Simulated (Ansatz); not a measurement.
Clean, relaxed (100) surface of Ti, space group P6_3/mmc (No. 194) (top face towards +c; held atoms: 1, 2, 3, 4, 5, 6, 7, 8, 9, 10, 11, 12):

```
Ti
1.0
     5.77293    0.00000    0.00000
     0.00000    9.14816    0.00000
     0.00000    0.00000   21.83275
Ti
24
Direct
  0.50000 0.37500 0.36642
  0.50000 0.87500 0.36642
  0.00000 0.37500 0.36642
  0.00000 0.87500 0.36642
  0.75000 0.12500 0.40459
  0.75000 0.62500 0.40459
  0.25000 0.12500 0.40459
  0.25000 0.62500 0.40459
  0.75000 0.37500 0.48092
  0.75000 0.87500 0.48092
  0.25000 0.37500 0.48092
  0.25000 0.87500 0.48092
  0.00000 0.12500 0.51999
  0.00000 0.62500 0.51999
  0.50000 0.12500 0.51999
  0.50000 0.62500 0.51999
  0.00000 0.37500 0.59321
  0.00000 0.87500 0.59321
  0.50000 0.37500 0.59321
  0.50000 0.87500 0.59321
  0.25000 0.12500 0.63047
  0.25000 0.62500 0.63047
  0.75000 0.12500 0.63047
  0.75000 0.62500 0.63047
```

The calculation used DFT PBE+D3(BJ), scalar-relativistic, plane waves, PAW (Ansatz). Plane waves to 420 eV, a k mesh through Γ of 3×2×1 on the computed 26-atom cell and Gaussian smearing (0.10 eV); no spin polarisation. The cell repeats along c with a dipole correction in the vacuum.

H2 is put on the top face, one molecule per 52.8 Å², and relaxed from 2 starts; the cell is lengthened along c to keep the vacuum. E_ads is per molecule, from the clean relaxed slab and the free relaxed molecule; negative means bound; no zero-point or thermal terms, forces under 0.04 eV/Å, and the free molecule is spin-polarised where open-shell. Heights count from the highest slab atom. Δp counts per cell along +c.

```
                                    start E_ads (eV) molecule lowest atom's height (Å) shortest contact  Δφ top (eV)  Δp (e·Å)
   flat, lowest atom H over a top Ti site       -0.54     whole                      1.73       H–Ti 1.92 Å        -0.10    +0.028
upright, lowest atom H over a top Ti site       -0.05     whole                      2.85       H–Ti 2.86 Å        -0.16    +0.047
```

Each end is the local minimum that its start leads to.

Cost: 6 runs of about 26 core-minutes in all, on Intel Xeon 6975P-C (Granite Rapids) (shared hosts).